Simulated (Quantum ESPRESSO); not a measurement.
# GaN and the effect of the pressure

The cell as given:

```
Ga N
1.0
     0.00000    2.25350    2.25350
     2.25350    0.00000    2.25350
     2.25350    2.25350    0.00000
Ga N
1 1
Direct
  0.00000 0.00000 0.00000
  0.25000 0.25000 0.25000
```

The cell is a database's computed one, not the measured one.

Kept alike: task relaxation of cell and atoms; functional PBE; k mesh 10 × 10 × 10; occupations fermi-dirac, width 0.05 eV; no spin polarisation. Program: Quantum ESPRESSO, SSSP 1.3 efficiency PBE, cutoff 1088 eV. The mesh is that of the run's cell of 2 atoms. No spin-orbit coupling.

| run | band gap (eV) | volume (Å³/atom) |
| --- | --- | --- |
| A | 1.572 | 11.761 |
| B | 1.907 | 11.171 |
| C | 2.423 | 10.321 |
| D | 2.185 | 10.705 |
| E | 1.749 | 11.447 |
| F | 1.645 | 11.630 |

Gaps hold for each row's own relaxed cell. The relaxations keep at least the cell's symmetry (F-43m). The runs follow the start's structure, whether or not it is the stable one at these pressures. P is the pressure aimed at, which the runs meet within some hundredths to tenths of a GPa. A gap read on the mesh alone can miss an edge between its points.

Task: The runs differ in the pressure alone: 0; 2; 5; 10; 20; 30 GPa. Which run is which?

Result: Run A is 0 GPa; run B is 10 GPa; run C is 30 GPa; run D is 20 GPa; run E is 5 GPa; run F is 2 GPa. The band gap rises from 1.572 to 2.423 eV between 0 and 30 GPa. The volume falls from 11.761 to 10.321 Å³/atom between 0 and 30 GPa. The volume falls ever more slowly, since the solid stiffens under load. At the pressures aimed at, which the runs meet within some tenths of a GPa, the step from 0 to 5 GPa gives a mean bulk modulus near 185 GPa, the last step 274 GPa.
